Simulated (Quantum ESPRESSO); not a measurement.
A calculation with Quantum ESPRESSO 7.5 of CuAu (ASE script, structure typed inline):

Contents of run.py:

```python
import numpy as np
from ase.calculators.espresso import Espresso, EspressoProfile
from ase import Atoms

atoms = Atoms(['Au', 'Cu'],
              cell=[[2.8107494552, 0.0, 0.0], [0.0, 2.8107494552, 0.0], [0.0, 0.0, 3.685]],
              scaled_positions=[[0.0, 0.0, 0.0], [0.5, 0.5, 0.5]],
              pbc=True)

input_data = {
    'control': {'calculation': 'scf', 'prefix': 'pwscf', 'outdir': './tmp', 'tprnfor': True, 'tstress': True, 'disk_io': 'nowf'},
    'system': {'ecutwfc': 56.0, 'ecutrho': 448.0, 'nbnd': 22, 'occupations': 'smearing', 'smearing': 'fd', 'degauss': 0.00367493},
    'electrons': {'conv_thr': 4e-10, 'electron_maxstep': 120, 'mixing_beta': 0.5},
}
pseudopotentials = {'Cu': 'cu_pbesol_v1.2.uspp.F.UPF', 'Au': 'au_pbesol_v1.uspp.F.UPF'}
profile = EspressoProfile(command='mpirun -n 2 pw.x -nk 2', pseudo_dir='pseudo')
dft = Espresso(profile=profile, input_data=input_data, pseudopotentials=pseudopotentials, kpts=(9, 9, 7), koffset=(0, 0, 0))
atoms.calc = dft

print(f'energy {atoms.get_potential_energy():.8f} eV')
print('forces (eV/A)')
print(np.round(atoms.get_forces(), 6))
print('stress (eV/A^3, Voigt)')
print(np.round(atoms.get_stress(), 8))
print(f'Fermi level {dft.get_fermi_level():.4f} eV')
```

Potentials or basis: GBRV 1.5 PBEsol.

The run is started by

```sh
$ OMP_NUM_THREADS=1 python run.py
```

Q: Write the same calculation in another form: native input, structure typed inline.

A: As run:

pw.in

```
&CONTROL
  calculation = 'scf'
  prefix = 'pwscf'
  outdir = './tmp'
  pseudo_dir = './pseudo'
  tprnfor = .true.
  tstress = .true.
  disk_io = 'low'
/
&SYSTEM
  ibrav = 0
  celldm(1) = 8
  nat = 2
  ntyp = 2
  ecutwfc = 56
  ecutrho = 448
  nbnd = 22
  occupations = 'smearing'
  smearing = 'fd'
  degauss = 0.00367493
/
&ELECTRONS
  conv_thr = 4d-10
  electron_maxstep = 120
  mixing_beta = 0.5
/
ATOMIC_SPECIES
Au   196.9666 au_pbesol_v1.uspp.F.UPF
Cu    63.5460 cu_pbesol_v1.2.uspp.F.UPF
CELL_PARAMETERS alat
  0.6639433344086   0.0000000000000   0.0000000000000
  0.0000000000000   0.6639433344086   0.0000000000000
  0.0000000000000   0.0000000000000   0.8704550961557
ATOMIC_POSITIONS crystal
Au     0.0000000000    0.0000000000    0.0000000000
Cu     0.5000000000    0.5000000000    0.5000000000
K_POINTS automatic
9 9 7 0 0 0
```

The input pp_density.in:

```
&INPUTPP
  prefix = 'pwscf'
  outdir = './tmp'
  filplot = 'density.dat'
  plot_num = 0
/
&PLOT
  nfile = 1
  filepp(1) = 'density.dat'
  iflag = 3
  output_format = 6
  fileout = 'density.cube'
/
```

The input pp_potential.in:

```
&INPUTPP
  prefix = 'pwscf'
  outdir = './tmp'
  filplot = 'potential.dat'
  plot_num = 11
/
&PLOT
  nfile = 1
  filepp(1) = 'potential.dat'
  iflag = 3
  output_format = 6
  fileout = 'potential.cube'
/
```

Potentials or basis: GBRV 1.5 PBEsol.

Command:

```bash
$ OMP_NUM_THREADS=1 mpirun -n 2 pw.x -nk 2 -in pw.in > pw.out
$ OMP_NUM_THREADS=1 mpirun -n 1 pp.x -in pp_density.in > pp_density.out
$ OMP_NUM_THREADS=1 mpirun -n 1 pp.x -in pp_potential.in > pp_potential.out
```

Both were run:

|  | ASE script, structure typed inline | native input, structure typed inline |
| --- | --- | --- |
| Pressure | -4.2 GPa | -4.2 GPa |
| Band gap on the k mesh | none (metal or under the smearing width) | none (metal or under the smearing width) |

Keys that steer only the numerical path or the files written may differ.
